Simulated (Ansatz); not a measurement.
Li₃N (Li3N type, space group P6/mmm)

```yaml
crystal:
  lattice:
    - [3.60715, 0.00000, 0.00000]
    - [-1.80357, 3.12388, 0.00000]
    - [0.00000, 0.00000, 3.84457]
  atoms:
    - { symbol: Li, position: [0.00000, 0.00000, 0.50000] }
    - { symbol: Li, position: [0.33333, 0.66667, 0.00000] }
    - { symbol: Li, position: [0.66667, 0.33333, 0.00000] }
    - { symbol: N, position: [0.00000, 0.00000, 0.00000] }
```

The volume is varied about the relaxed value V₀ at fixed cell shape. Symmetry pins the atoms to their sites.

The numbers are results of PBEsol (plane waves to 420 eV, PAW, scalar-relativistic; Ansatz, an electronic-structure program), not measurements. k mesh 11×11×9 (Γ-centred), Fermi-Dirac smearing 0.05 eV. Energies are smeared free energies. Stress and pressure are positive under compression. Li3N was relaxed with its symmetry unable to fall. ΔE is measured from the relaxed starting cell.

| V (Å³/atom) | ΔE (eV/atom) | P (GPa) |
|---|---|---|
| 9.098 | 0.0622 | (withheld) |
| 9.386 | 0.0411 | 10.2 |
| 9.675 | 0.0251 | 7.6 |
| 9.964 | 0.0135 | 5.3 |
| 10.253 | 0.0057 | 3.3 |
| 10.542 | (withheld) | 1.6 |
| 10.830 | 0.0000 | 0.0 |
| 11.119 | (withheld) | -1.4 |
| 11.408 | 0.0048 | -2.6 |
| 11.697 | 0.0105 | -3.6 |
| 11.986 | 0.0179 | -4.6 |
| 12.274 | 0.0269 | -5.4 |
| 12.563 | 0.0373 | -6.1 |

Q: Complete the blanks.

A: 
- 9.098, P (GPa): 13.2
- 10.542, ΔE (eV/atom): 0.0014
- 11.119, ΔE (eV/atom): 0.0013

(A scan under strain: stresses follow from slopes of the energy per volume, elastic moduli from its curvatures.)
